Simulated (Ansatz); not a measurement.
## Sb: do energies and stresses tell the same story?

Level of theory: Ansatz 0.2.0, DFT PBE, scalar-relativistic, plane waves, PAW.

Plane waves to 420 eV, a k mesh through Γ of 12×12×12 on the computed 2-atom cell and Gaussian smearing (0.10 eV); no spin polarisation.

Relaxed cell: R-3m, a = 4.376 Å, b = 4.376 Å, c = 11.529 Å, α = 90.00°, β = 90.00°, γ = 120.00°, 2 atoms in the primitive cell.

Energies at zero smearing and pressures from the stress tensor, at volumes with shape and atoms relaxed:
| V (Å³/atom) | E − E(first) (meV/atom) | P (GPa) |
| --- | --- | --- |
| 29.948 | 0.00 | 2.39 |
| 30.903 | -10.15 | 1.08 |
| 31.859 | -13.21 | 0.00 |
| 32.815 | -10.65 | -0.79 |
| 33.771 | -4.07 | -1.37 |

Problem. Check P = −dE/dV between neighbouring volumes, and get the bulk modulus from the pressures alone.

Solution. With 1 eV/Å³ = 160.2 GPa:
```
middle V (Å³/atom)  −ΔE/ΔV (GPa) mean P (GPa)
            30.425         1.702         1.736
            31.381         0.513         0.539
            32.337        -0.429        -0.394
            33.293        -1.103        -1.076
```

The two differ by 0.04 GPa at most. The mean of two end pressures misses the average over a step by about ΔV² P″/12, up to 0.02 GPa here; with that taken off 0.02 GPa remains. Around V = 31.859 Å³/atom, the two neighbours give B = −V ΔP/ΔV = 31.859 × 1.87 / 1.912 = 31.1 GPa, against B0 = 30.5 GPa from the Birch–Murnaghan fit of the energies.